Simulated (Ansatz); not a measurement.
Step by step: V, relaxation of cell and atoms

Method: Ansatz 0.2.0, DFT, PBE, PAW with Ansatz's default frozen-core files, scalar-relativistic.

Command: `ansatz run input.yaml --threads 1 --pin off --max-ram 3072MiB --backend cpu --events-out ev --progress --plain --runs-dir out` The run took 18 s on 1 thread of Intel(R) Xeon(R) 6975P-C (Granite Rapids), with other jobs on the host.

```yaml
crystal:
  lattice:
    - [0.0, 1.7902926866, 1.7902926866]
    - [1.7902926866, 0.0, 1.7902926866]
    - [1.7902926866, 1.7902926866, 0.0]
  atoms:
    - { symbol: V, position: [0.0, 0.0, 0.0], spin: 1.5 }
magnetization:
  spin_polarized: true
kpoints:
  mp_grid: { grid: [19, 19, 19] }
scf:
  occupations: { method: fermi_dirac, width: 0.05 }
hamiltonian:
  xc: pbe
  pseudopotentials: { kind: paw }
output:
  forces: true
  stress: true
relax:
  f_tol: 0.005
  max_steps: 80
  cell: {}
```

The run is spin-polarised from parallel moments and ends with 0.00 μB in the cell; other orders may lie lower.

The cell is built from the fcc type as a first guess.

The cutoff is 420 eV; energies and pressures of the walk include the program's estimate of the Pulay term.

Each frame lists the cell vectors (Å), then Cartesian positions (Å); symmetry keeps all forces zero. Free energies count from the first step, -2911.8590 eV.

The walk took 8 evaluations in all; steps that aren't listed are left out.

Step 1: E = 0.0 meV, P = 48.48 GPa

```
cell 0.0000 1.7903 1.7903 1.7903 0.0000 1.7903 1.7903 1.7903 0.0000
V     0.0000    0.0000    0.0000
```

Step 2: E = -296.1 meV, P = 8.83 GPa

```
cell 0.0000 1.8787 1.8787 1.8787 0.0000 1.8787 1.8787 1.8787 0.0000
V     0.0000    0.0000    0.0000
```

Step 3: E = -311.0 meV, P = 1.59 GPa

```
cell 0.0000 1.9009 1.9009 1.9009 0.0000 1.9009 1.9009 1.9009 0.0000
V     0.0000    0.0000    0.0000
```

Question: How does the relaxation end?

Answer: It converges, with a = 3.817 Å, b = 3.817 Å, c = 3.817 Å, α = 90.00°, β = 90.00°, γ = 90.00° (conventional cell, space group Fm-3m). The last solve (on a basis chosen afresh for the final cell, so its energy is not quite comparable) gives E = -315.8 meV, P = 0.04 GPa:
```
cell 0.0000 1.9083 1.9083 1.9083 0.0000 1.9083 1.9083 1.9083 0.0000
V     0.0000    0.0000    0.0000
```
